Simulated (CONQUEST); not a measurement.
NiO, 4 atoms in the cell. The structure is cubic, space group Fm-3m (No. 225). Conventional cell: a = 4.172 Å, b = 4.172 Å, c = 4.172 Å, α = 90.00°, β = 90.00°, γ = 90.00°. Around Ni (site symmetry m-3m) lie 6 O at 2.09 Å. O (site symmetry m-3m) is surrounded by 6 Ni at 2.09 Å. 

```yaml
Program: CONQUEST 1.3
Task: single point
Functional: PBEsol
Potentials_or_basis: PseudoDojo NC PBEsol, DZP, grid cutoff 150 Ha
k_mesh: 9 × 9 × 7
Occupations: fermi-dirac, width 0.05 eV
Spin: collinear spin, ferromagnetic start
Starting_moments: "[1.0, 1.0, 0.0, 0.0] μB"
Solver: diagonalisation
SCF_tolerance: 1e-06
```

Potentials or basis: PseudoDojo NC PBEsol, DZP, grid cutoff 150 Ha.

Launch:

```sh
$ OMP_NUM_THREADS=1 Conquest
```

Hardware: 1 thread of Intel(R) Xeon(R) Platinum 8488C (Sapphire Rapids) (shared host).

How long does it take, and how much memory?

Wall time 11 min on 1 thread of Intel(R) Xeon(R) Platinum 8488C (Sapphire Rapids), with other jobs on the host, peak memory 0.68 GiB. Counts: scf iterations 31, k points 284, basis 64.
